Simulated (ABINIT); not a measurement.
# Si (I4_1/amd) in ABINIT: notebook

One crystal, Si, is run at these levels: PBE; tasks: single point.

Program: ABINIT 10.8.3 (patched build). These are calculated values, not measurements. Logs are shortened: lines on timing, memory, paths and dates and some standing lists are left out, and cuts for length are marked. The log counts tension as positive stress, the text compression.

### 1 Starting point

Symmetry: I4_1/amd, No. 141, tetragonal system. The conventional cell has a = 4.743 Å, b = 4.743 Å, c = 2.659 Å, α = 90.00°, β = 90.00°, γ = 90.00°. Around Si (site symmetry -4m2) lie 6 Si at 2.46 to 2.66 Å.

This isn't the form of Si at room conditions, which is diamond.

### 2 Single point, PBE

The input, run.abi:

```
# Pseudopotentials
pp_dirpath "./"
pseudos "Si.upf"

# Structure
acell 6.8171093202 6.8171093202 6.8171093202
rprim
    -0.6573525500     0.6573525500     0.3684769329
     0.6573525500    -0.6573525500     0.3684769329
     0.6573525500     0.6573525500    -0.3684769329
ntypat 1
znucl 14
natom 2
typat 1 1
xcart
     0.0000000000     0.0000000000     1.3292653899
     2.3713723045     0.0000000000     0.6646326950 Angstrom

# Plane-wave basis
ecut 18.0

# k points
kptopt 1
ngkpt 11 11 11
nshiftk 1
shiftk 0.0 0.0 0.0

# Exchange and correlation
ixc 11

# Bands and occupations
nband 8
occopt 3
tsmear 0.00183747

# SCF cycle
nstep 100
tolvrs 1.0e-10

# Output
iomode 3
prtwf 0
prteig 0
prtebands 0
enunit 2
prtden 1
prtvha 1
prtvclmb 1
prtpot 1
prtelf 1
```

Potentials or basis: PseudoDojo NC SR PBE v0.5 stringent.

Command:

```sh
abinit run.abi > log 2>&1
```

run.abo:

```text
.Version 10.8.3 of ABINIT
 Symmetries : space group I4_1/a m d (#141); Bravais tI (body-center tetrag.)
================================================================================
 Values of the parameters that define the memory need of the present run
     intxc =       0    ionmov =       0      iscf =       7    lmnmax =       6
     lnmax =       6     mgfft =      30  mpssoang =       3    mqgrid =    3001
     natom =       2  nloc_mem =       1    nspden =       1   nspinor =       1
    nsppol =       1      nsym =      16    n1xccc =    2501    ntypat =       1
    occopt =       3   xclevel =       2
       mpw =         751          nfft =       27000          nkpt =         126
================================================================================
================================================================================

--------------------------------------------------------------------------------
------------- Echo of variables that govern the present computation ------------
--------------------------------------------------------------------------------
 -outvars: echo values of preprocessed input variables --------
            acell      6.8171093202E+00  6.8171093202E+00  6.8171093202E+00 Bohr
              amu      2.80855000E+01
             ecut      1.80000000E+01 Hartree
           enunit           2
                       outvar_i_n : Printing only first  50 k-points.
              ixc          11
                       outvar_i_n : Printing only first  50 k-points.
         kptrlatt       11    0    0      0   11    0      0    0   11
          kptrlen      5.52628457E+01
            natom           2
            nband           8
            ngfft          30      30      30
             nkpt         126
            nstep         100
             nsym          16
           ntypat           1
                       prtocc : prtvol=0, do not print more k-points.
           occopt           3
        prtebands           0
           prteig           0
           prtelf           1
           prtpot           1
         prtvclmb           1
           prtvha           1
            prtwf           0
            rprim     -6.5735255000E-01  6.5735255000E-01  3.6847693290E-01
                       6.5735255000E-01 -6.5735255000E-01  3.6847693290E-01
                       6.5735255000E-01  6.5735255000E-01 -3.6847693290E-01
          spgroup         141
           tolvrs      1.00000000E-10
           tsmear      1.83747000E-03 Hartree
            typat      1  1
                       outvars : Printing only first  50 k-points.
           xangst      7.4231860642E-10  3.5439426272E-17  1.3292653897E+00
                       2.3713723038E+00  1.7612593833E-16  6.6463269524E-01
            xcart      1.4027788643E-09  6.6970809714E-17  2.5119475351E+00
                       4.4812441967E+00  3.3282978711E-16  1.2559737683E+00
             xred      5.0000000031E-01  5.0000000047E-01  1.5651668043E-10
                       2.5000000031E-01  7.5000000047E-01  5.0000000016E-01
            znucl       14.00000

================================================================================

 chkinp: Checking input parameters for consistency.

================================================================================
== DATASET  1 ==================================================================

--- !DatasetInfo
iteration_state: {dtset: 1, }
dimensions: {natom: 2, nkpt: 126, mband: 8, nsppol: 1, nspinor: 1, nspden: 1, mpw: 751, }
cutoff_energies: {ecut:  18.0, pawecutdg:  -1.0, }
electrons: {nelect:   8.00000000E+00, charge:   0.00000000E+00, occopt:   3.00000000E+00, tsmear:   1.83747000E-03, }
meta: {optdriver: 0, ionmov: 0, optcell: 0, iscf: 7, paral_kgb: 0, }
...

 Exchange-correlation functional for the present dataset will be:
  GGA: Perdew-Burke-Ernzerhof functional - ixc=11
  J.P.Perdew, K.Burke, M.Ernzerhof, PRL 77, 3865 (1996)

 Real(R)+Recip(G) space primitive vectors, cartesian coordinates (Bohr,Bohr^-1):
 R(1)= -4.4812442  4.4812442  2.5119475  G(1)=  0.0000000  0.1115762  0.1990487
 R(2)=  4.4812442 -4.4812442  2.5119475  G(2)=  0.1115762  0.0000000  0.1990487
 R(3)=  4.4812442  4.4812442 -2.5119475  G(3)=  0.1115762  0.1115762  0.0000000
 Unit cell volume ucvol=  2.0177520E+02 bohr^3
 Angles (23,13,12)=  9.78034512E+01  9.78034512E+01  1.36756567E+02 degrees

 getcut: wavevector=  0.0000  0.0000  0.0000  ngfft=  30  30  30
         ecut(hartree)=     18.000   => boxcut(ratio)=   2.30426

 getcut : COMMENT -
  Note that boxcut > 2.2 ; recall that boxcut=Gcut(box)/Gcut(sphere) = 2
  is sufficient for exact treatment of convolution.
  Such a large boxcut is a waste : you could raise ecut
  e.g. ecut=   23.893173 Hartrees makes boxcut=2

--- Pseudopotential description ------------------------------------------------
- pspini: atom type   1  psp file is ./Si.upf
12 -101130 2 -1 1510                          pspcod,pspxc,lmax,lloc,mmax
     nproj     2     2     2

   1.49491450E+02                                ecore*ucvol(ha*bohr**3)
--------------------------------------------------------------------------------

================================================================================

--- !BeginCycle
iteration_state: {dtset: 1, }
solver: {iscf: 7, nstep: 100, nline: 4, wfoptalg: 0, }
tolerances: {tolvrs: 1.00E-10, }
...

     iter   Etot(hartree)      deltaE(h)  residm     vres2
 ETOT  1  -8.4373051628063    -8.437E+00 2.901E-02 9.404E-01
 ETOT  2  -8.4407445357135    -3.439E-03 1.241E-02 2.811E-02
 ETOT  3  -8.4407482438667    -3.708E-06 9.543E-04 2.870E-04
 ETOT  4  -8.4407482955900    -5.172E-08 1.084E-03 3.716E-06
 ETOT  5  -8.4407482961063    -5.163E-10 2.997E-04 1.531E-08
 ETOT  6  -8.4407482961083    -2.045E-12 2.902E-04 2.603E-11

 At SCF step    6       vres2   =  2.60E-11 < tolvrs=  1.00E-10 =>converged.

 Compute ELF
--------------------------------------------------------------------------------

 Compute kinetic energy density

 Compute gradient of the electron density
 Electron Localization Function (ELF) [min:0;max:1]
)     Maximum=    8.7692E-01  at reduced coord.    0.3667    0.6333    0.7333
)     Minimum=    2.6100E-06  at reduced coord.    0.5000    0.5000    0.0000
   Integrated=    9.7987E+01

--------------------------------------------------------------------------------
 End of ELF section

 Cartesian components of stress tensor (hartree/bohr^3)
  sigma(1 1)= -1.27640549E-04  sigma(3 2)=  0.00000000E+00
  sigma(2 2)= -1.27640549E-04  sigma(3 1)=  0.00000000E+00
  sigma(3 3)= -6.74624213E-05  sigma(2 1)=  0.00000000E+00

--- !ResultsGS
iteration_state: {dtset: 1, }
comment   : Summary of ground state results
lattice_vectors:
- [ -4.4812442,   4.4812442,   2.5119475, ]
- [  4.4812442,  -4.4812442,   2.5119475, ]
- [  4.4812442,   4.4812442,  -2.5119475, ]
lattice_lengths: [   6.81711,    6.81711,    6.81711, ]
lattice_angles: [ 97.803,  97.803, 136.757, ] # degrees, (23, 13, 12)
lattice_volume:   2.0177520E+02
convergence: {deltae: -2.045E-12, res2:  2.603E-11, residm:  2.902E-04, diffor: null, }
etotal    :  -8.44074830E+00
entropy   :   0.00000000E+00
fermie    :   2.73020512E-01
cartesian_stress_tensor: # hartree/bohr^3
- [ -1.27640549E-04,   0.00000000E+00,   0.00000000E+00, ]
- [  0.00000000E+00,  -1.27640549E-04,   0.00000000E+00, ]
- [  0.00000000E+00,   0.00000000E+00,  -6.74624213E-05, ]
pressure_GPa:   3.1651E+00
xred      :
- [  5.0000E-01,   5.0000E-01,   1.5652E-10, Si]
- [  2.5000E-01,   7.5000E-01,   5.0000E-01, Si]
cartesian_forces: # hartree/bohr
- [ -1.19633057E-28,   6.22672814E-29,  -1.47855626E-28, ]
- [  1.19633057E-28,  -6.22672814E-29,   1.47855626E-28, ]
force_length_stats: {min:   2.00126382E-28, max:   2.00126382E-28, mean:   2.00126382E-28, }
...

 Integrated electronic density in atomic spheres:
 ------------------------------------------------
 Atom  Sphere_radius  Integrated_density
    1        2.00000          1.72768218
    2        2.00000          1.73813369
================================================================================

 ----iterations are completed or convergence reached----

 Mean square residual over all n,k,spin=   12.530E-07; max=  29.018E-05
 reduced coordinates (array xred) for    2 atoms
       0.500000000309      0.500000000466      0.000000000157
       0.250000000309      0.750000000466      0.500000000157
 rms dE/dt=  8.9448E-28; max dE/dt=  8.0779E-28; dE/dt below (all hartree)
    1      -0.000000000000      0.000000000000      0.000000000000
    2       0.000000000000     -0.000000000000      0.000000000000

 cartesian coordinates (angstrom) at end:
    1      0.00000000074232     0.00000000000000     1.32926538965939
    2      2.37137230375768     0.00000000000000     0.66463269524061

 cartesian forces (hartree/bohr) at end:
    1     -0.00000000000000     0.00000000000000    -0.00000000000000
    2      0.00000000000000    -0.00000000000000     0.00000000000000
 frms,max,avg= 1.1554302E-28 1.4785563E-28   0.000E+00  0.000E+00  0.000E+00 h/b

 cartesian forces (eV/Angstrom) at end:
    1     -0.00000000000000     0.00000000000000    -0.00000000000000
    2      0.00000000000000    -0.00000000000000     0.00000000000000
 frms,max,avg= 5.9414610E-27 7.6030420E-27   0.000E+00  0.000E+00  0.000E+00 e/A
 length scales=  6.817109320200  6.817109320200  6.817109320200 bohr
              =  3.607458894037  3.607458894037  3.607458894037 angstroms
 Fermi (or HOMO) energy (hartree) =   0.27302   Average Vxc (hartree)=  -0.39786
 Eigenvalues (hartree) for nkpt= 126  k points:
 kpt#   1, nband=  8, wtk=  0.00075, kpt=  0.0000  0.0000  0.0000 (reduced coord)
  -0.23835    0.18289    0.18289    0.20858    0.33011    0.54946    0.60812    0.60857
      occupation numbers for kpt#   1
   2.00000    2.00000    2.00000    2.00000    0.00000    0.00000    0.00000    0.00000
 prteigrs : prtvol=0 or 1, do not print more k-points.

 Fermi (or HOMO) energy (eV) =   7.42927   Average Vxc (eV)= -10.82639
 Eigenvalues (   eV  ) for nkpt= 126  k points:
 kpt#   1, nband=  8, wtk=  0.00075, kpt=  0.0000  0.0000  0.0000 (reduced coord)
  -6.48586    4.97669    4.97669    5.67575    8.98285   14.95159   16.54773   16.56004
 prteigrs : prtvol=0 or 1, do not print more k-points.

--- !EnergyTerms
iteration_state     : {dtset: 1, }
comment             : Components of total free energy in Hartree
kinetic             :  3.13811869627836E+00
hartree             :  8.51605964904422E-02
xc                  : -3.13384277361056E+00
Ewald energy        : -9.82209177556770E+00
psp_core            :  7.40881204587158E-01
local_psp           : -5.81443312096687E-01
non_local_psp       :  1.13271931206531E+00
internal            : -8.44049805185368E+00
'-kT*entropy'       : -2.50244254644817E-04
total_energy        : -8.44074829610832E+00
total_energy_eV     : -2.29684462090510E+02
band_energy         :  5.63896631168712E-01
...

 Cartesian components of stress tensor (hartree/bohr^3)
  sigma(1 1)= -1.27640549E-04  sigma(3 2)=  0.00000000E+00
  sigma(2 2)= -1.27640549E-04  sigma(3 1)=  0.00000000E+00
  sigma(3 3)= -6.74624213E-05  sigma(2 1)=  0.00000000E+00

-Cartesian components of stress tensor (GPa)         [Pressure=  3.1651E+00 GPa]
- sigma(1 1)= -3.75531460E+00  sigma(3 2)=  0.00000000E+00
- sigma(2 2)= -3.75531460E+00  sigma(3 1)=  0.00000000E+00
- sigma(3 3)= -1.98481296E+00  sigma(2 1)=  0.00000000E+00

== END DATASET(S) ==============================================================
================================================================================

 -outvars: echo values of variables after computation  --------
            acell      6.8171093202E+00  6.8171093202E+00  6.8171093202E+00 Bohr
           etotal     -8.4407482961E+00
            fcart     -1.1963305668E-28  6.2267281398E-29 -1.4785562596E-28
                       1.1963305668E-28 -6.2267281398E-29  1.4785562596E-28
            rprim     -6.5735255000E-01  6.5735255000E-01  3.6847693290E-01
                       6.5735255000E-01 -6.5735255000E-01  3.6847693290E-01
                       6.5735255000E-01  6.5735255000E-01 -3.6847693290E-01
           strten     -1.2764054900E-04 -1.2764054900E-04 -6.7462421309E-05
                       0.0000000000E+00  0.0000000000E+00  0.0000000000E+00
           xangst      7.4231860642E-10  3.5439426272E-17  1.3292653897E+00
                       2.3713723038E+00  1.7612593833E-16  6.6463269524E-01
             xred      5.0000000031E-01  5.0000000047E-01  1.5651668043E-10
                       2.5000000031E-01  7.5000000047E-01  5.0000000016E-01
 Calculation completed.
```

It took 15 s on 1 thread of Arm Neoverse V2, shared host; peak memory 0.07 GiB.

What came out:

| Property | Result |
| --- | --- |
| Free energy | -229.6845 eV |
| Pressure | 3.2 GPa |
| Band gap on the k mesh | none (metal or under the smearing width) |
| Valence electrons inside the program's atomic spheres | Si 1.73, 1.74 (radii [1.0584] Å) |

Stress tensor (GPa, compression positive):
```
3.76 0.00 0.00
0.00 3.76 0.00
0.00 0.00 1.98
```

### 3 Single point, PBE

run.abi: that of step 2 with these lines changed.

```diff
@@ -2,3 +2,3 @@
 pp_dirpath "./"
-pseudos "Si.upf"
+pseudos "Si_ONCV_PBE-1.2.upf"
```

Potentials or basis: SG15 NC PBE v1.2.

Command:

```sh
abinit run.abi > log 2>&1
```

Run time: 15 s. Hardware: 1 thread of Arm Neoverse V2, shared host; peak memory 0.07 GiB.

Results (log left out):

| Item | Value |
| --- | --- |
| Free energy | -213.9317 eV |
| Pressure | 3.6 GPa |
| Band gap on the k mesh | none (metal or under the smearing width) |
| Valence electrons inside the program's atomic spheres | Si 1.73, 1.75 (radii [1.0584] Å) |

Stress tensor (GPa, compression positive):
```
4.22 0.00 0.00
0.00 4.22 0.00
0.00 0.00 2.32
```

Levels at points of the mesh, in eV from the Fermi level:
```tsv
k point	band 2	band 3	band 4	band 5	band 6	band 7
(0.00, 0.00, 0.00)	-2.44	-2.44	-1.76	1.53	7.48	9.13
```

### 4 Single point, PBE

run.abi: that of step 3 with these lines changed.

```diff
@@ -2,3 +2,3 @@
 pp_dirpath "./"
-pseudos "Si_ONCV_PBE-1.2.upf"
+pseudos "Si.upf"
```

Potentials or basis: Ansatz NC PBE.

Command:

```sh
abinit run.abi > log 2>&1
```

run.abo:

```text
[... set-up lines left out ...]
 ETOT  1  -8.4360608440279    -8.436E+00 2.894E-02 9.389E-01
 ETOT  2  -8.4394918789521    -3.431E-03 7.197E-03 2.783E-02
 ETOT  3  -8.4394955310840    -3.652E-06 9.914E-04 2.869E-04
 ETOT  4  -8.4394955828528    -5.177E-08 1.075E-03 3.675E-06
 ETOT  5  -8.4394955833637    -5.110E-10 3.112E-04 1.524E-08
 ETOT  6  -8.4394955833658    -2.055E-12 3.039E-04 2.585E-11

 At SCF step    6       vres2   =  2.59E-11 < tolvrs=  1.00E-10 =>converged.

 Compute ELF
--------------------------------------------------------------------------------

 Compute kinetic energy density

 Compute gradient of the electron density
 Electron Localization Function (ELF) [min:0;max:1]
)     Maximum=    8.7710E-01  at reduced coord.    0.3667    0.6333    0.7333
)     Minimum=    2.3176E-06  at reduced coord.    0.5000    0.5000    0.0000
   Integrated=    9.7991E+01

[... 98 lines left out ...]

 Cartesian components of stress tensor (hartree/bohr^3)
  sigma(1 1)= -1.28020280E-04  sigma(3 2)=  0.00000000E+00
  sigma(2 2)= -1.28020280E-04  sigma(3 1)=  0.00000000E+00
  sigma(3 3)= -6.73955306E-05  sigma(2 1)=  0.00000000E+00

-Cartesian components of stress tensor (GPa)         [Pressure=  3.1719E+00 GPa]
- sigma(1 1)= -3.76648668E+00  sigma(3 2)=  0.00000000E+00
- sigma(2 2)= -3.76648668E+00  sigma(3 1)=  0.00000000E+00
- sigma(3 3)= -1.98284497E+00  sigma(2 1)=  0.00000000E+00

== END DATASET(S) ==============================================================
================================================================================

 -outvars: echo values of variables after computation  --------
            acell      6.8171093202E+00  6.8171093202E+00  6.8171093202E+00 Bohr
           etotal     -8.4394955834E+00
            fcart      1.2594147659E-28  4.7209315499E-29  1.3382180509E-28
                      -1.2594147659E-28 -4.7209315499E-29 -1.3382180509E-28
            rprim     -6.5735255000E-01  6.5735255000E-01  3.6847693290E-01
                       6.5735255000E-01 -6.5735255000E-01  3.6847693290E-01
                       6.5735255000E-01  6.5735255000E-01 -3.6847693290E-01
           strten     -1.2802028018E-04 -1.2802028018E-04 -6.7395530616E-05
                       0.0000000000E+00  0.0000000000E+00  0.0000000000E+00
           xangst      7.4231860642E-10  3.5439426272E-17  1.3292653897E+00
                       2.3713723038E+00  1.7612593833E-16  6.6463269524E-01
             xred      5.0000000031E-01  5.0000000047E-01  1.5651668043E-10
                       2.5000000031E-01  7.5000000047E-01  5.0000000016E-01
 Calculation completed.
```

Run time: 15 s. Hardware: 1 thread of Arm Neoverse V2, shared host; peak memory 0.07 GiB.

Results:

| Property | Result |
| --- | --- |
| Free energy | -229.6504 eV |
| Pressure | 3.2 GPa |
| Band gap on the k mesh | none (metal or under the smearing width) |
| Valence electrons inside the program's atomic spheres | Si 1.73, 1.74 (radii [1.0584] Å) |

Stress tensor (GPa, compression positive):
```
3.77 0.00 0.00
0.00 3.77 0.00
0.00 0.00 1.98
```

Levels at points of the mesh, in eV from the Fermi level:
```tsv
k point	band 1	band 2	band 3	band 4	band 5	band 6	band 7	band 8
(0.00, 0.00, 0.00)	-13.92	-2.45	-2.45	-1.75	1.55	7.52	9.12	9.13
```

### 5 Overview

| potentials or basis | gap on the mesh (eV) | pressure (GPa) |
| --- | --- | --- |
| PseudoDojo NC SR PBE v0.5 stringent | none | 3.2 |
| SG15 NC PBE v1.2 | none | 3.6 |
| Ansatz NC PBE | none | 3.2 |

Alike in all rows: task single point; level PBE; no spin polarisation; cell as given; k mesh 11 × 11 × 11; cutoff (eV) 490; smearing fermi-dirac 0.05 eV.

Absolute energies hang on the potentials; compare differences alone.
